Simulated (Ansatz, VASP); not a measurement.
**Ge: VASP beside Ansatz**

Contents of INCAR:

```
ALGO = Normal
DIPOL = 0.5 0.5 0.500
EDIFF = 1E-7
ENCUT = 520
GGA = PE
IDIPOL = 3
ISIF = 2
ISMEAR = 0
IVDW = 12
LASPH = True
LCHARG = False
LDIPOL = True
LREAL = False
LWAVE = False
NBANDS = 21
NELM = 80
PREC = Accurate
SIGMA = 0.1
```

Contents of KPOINTS:

```
k-points
0
Gamma
  6 6 1
```

The input POSCAR:

```
Ge
1.0
    4.0729350596      0.0000000000      0.0000000000
   -2.0364675298      3.5272652296      0.0000000000
    0.0000000000      0.0000000000     28.0000000000
Ge
2
Direct
    0.3333333333      0.6666666667      0.5085714286
    0.6666666667      0.3333333333      0.4914285714
```

Input for Ansatz:

```yaml
crystal:
  lattice:
    - [4.0729350596, 0.0, 0.0]
    - [-2.0364675298, 3.5272652296, 0.0]
    - [0.0, 0.0, 28.0]
  atoms:
    - { symbol: Ge, position: [0.3333333333, 0.6666666667, 0.5085714286] }
    - { symbol: Ge, position: [0.6666666667, 0.3333333333, 0.4914285714] }
  periodic: [true, true, false]
basis:
  ecutwfc: 420
kpoints:
  mp_grid: { grid: [6, 6, 1] }
hamiltonian:
  xc: pbe
  dispersion: d3bj
scf:
  occupations: { method: gaussian, width: 0.1 }
output:
  forces: true
  stress: true
  eigenvalues: true
```

The cell was built by a generator and needn't be a form met in nature.

Alike in both runs: task single point; functional PBE; dispersion D3(BJ); k mesh 6 × 6 × 1; occupations gaussian, width 0.1 eV; no spin polarisation.

|  | VASP | Ansatz |
| --- | --- | --- |
| version | VASP 6.6.1 | Ansatz 0.2.0 |
| potentials or method | VASP PAW PBE potentials, release 64 (Ge_d) | scalar-relativistic, plane waves, PAW |
| plane-wave cutoff (eV) | 520 | 420 |
| valence electrons in the cell | 28 | 28 |

Ansatz gave:

| Property | Result |
| --- | --- |
| gap on the k mesh at the Fermi level (eV) | none |
| rms of the force components (eV/Å) | 0.205 |

Question: Estimate VASP's values.

Answer: gap on the k mesh at the Fermi level (eV): none; rms of the force components (eV/Å): 0.202.

Atom by atom the forces differ by 0.002 eV/Å (rms over components). A gap of «none» marks a metal or a gap that the smearing closes.
